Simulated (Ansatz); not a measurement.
## NiO: relaxation of cell and atoms with PBEsol+D3(BJ)+U

NiO:

```
CELL_PARAMETERS angstrom
0.00000 2.08590 2.08590
2.08590 0.00000 2.08590
2.08590 2.08590 0.00000
ATOMIC_POSITIONS crystal
Ni 0.00000 0.00000 0.00000
O 0.50000 0.50000 0.50000
```

| Item | Value |
| --- | --- |
| Program | Ansatz 0.2.0 |
| Task | relaxation of cell and atoms |
| Functional | PBEsol |
| Dispersion | D3(BJ) |
| Potentials or basis | Ansatz PAW |
| Cutoff | 420 eV |
| Density cutoff | 1680 eV |
| k mesh | 11 × 11 × 11 |
| Occupations | fermi-dirac, width 0.025 eV |
| Spin | collinear spin, ferromagnetic start |
| Starting moments | [1.0, 0.0] μB |
| Hubbard terms | Ni d U = 5 eV |
| Driver | chain |
| Double counting | amf |
| Hubbard projectors | ortho-atomic (the default) |

```json
{
 "Relaxed volume": "9.13 Å³/atom",
 "Relaxed cell": "a = 2.956 Å, b = 2.956 Å, c = 2.956 Å, α = 60.00°, β = 60.00°, γ = 60.00°",
 "Space group after relaxing (to 0.05 Å)": "Fm-3m (No. 225)",
 "Energy gained by relaxing": "0.2 meV/atom",
 "Ionic steps": "5",
 "Pressure after relaxing": "0.0 GPa",
 "Band gap on the k mesh": "1.36 eV, indirect (least direct gap 2.16 eV)",
 "Net moment": "2.00 μB per cell",
 "Absolute moment": "2.00 μB per cell",
 "Site moments": "Ni +1.72; O +0.20 μB"
}
```

Step by step:
```
step  energy change (eV)  largest force (eV/Å)  volume (Å³)
   1              0.0000                0.0000        18.15
   2             -0.0001                0.0000        18.22
   3              0.0000                0.0000        18.26
   4             -0.0004                0.0000        18.26
   5             -0.0004                0.0000        18.26
```

Final structure:
```yaml
crystal:
  lattice:
    - [0.00000, 2.08996, 2.08996]
    - [2.08996, 0.00000, 2.08996]
    - [2.08996, 2.08996, 0.00000]
  atoms:
    - { symbol: Ni, position: [0.00000, 0.00000, 0.00000] }
    - { symbol: O, position: [0.50000, 0.50000, 0.50000] }
```

Levels at points of the mesh, in eV from the valence-band top:
Spin up:
```csv
k point,band 10,band 11,band 12,band 13,band 14,band 15,band 16,band 17
"(0.00, 0.00, 0.00)",-3.49,-2.55,-2.55,-2.55,1.36,17.38,18.40,18.40
```
Spin down:
| k point | band 9 | band 10 | band 11 | band 12 | band 13 | band 14 |
| --- | --- | --- | --- | --- | --- | --- |
| (0.00, 0.00, 0.00) | -2.18 | -2.18 | -2.18 | 1.43 | 1.43 | 1.74 |

Eigenvalues of the final occupation matrices:
| site | spin | trace | eigenvalues |
| --- | --- | --- | --- |
| site 1 | 1 | 4.99 | 1.00 1.00 1.00 1.00 1.00 |
| site 1 | 2 | 3.25 | 0.13 0.13 1.00 1.00 1.00 |

Run time: 15 s on 2 threads of Arm Neoverse V1, with other jobs on the host, peak memory 0.62 GiB.

Caveat: the magnetic or orbital state may not be the lowest; odd divisions of the mesh miss points on the zone boundary, where band edges often lie, so the gap on the mesh can be too wide; the pressure holds a Pulay correction of +0.7 GPa for the finite cutoff; a cell with one magnetic atom can't hold antiferromagnetic order, which such compounds often take. Zero-point motion and thermal expansion aren't in these numbers.
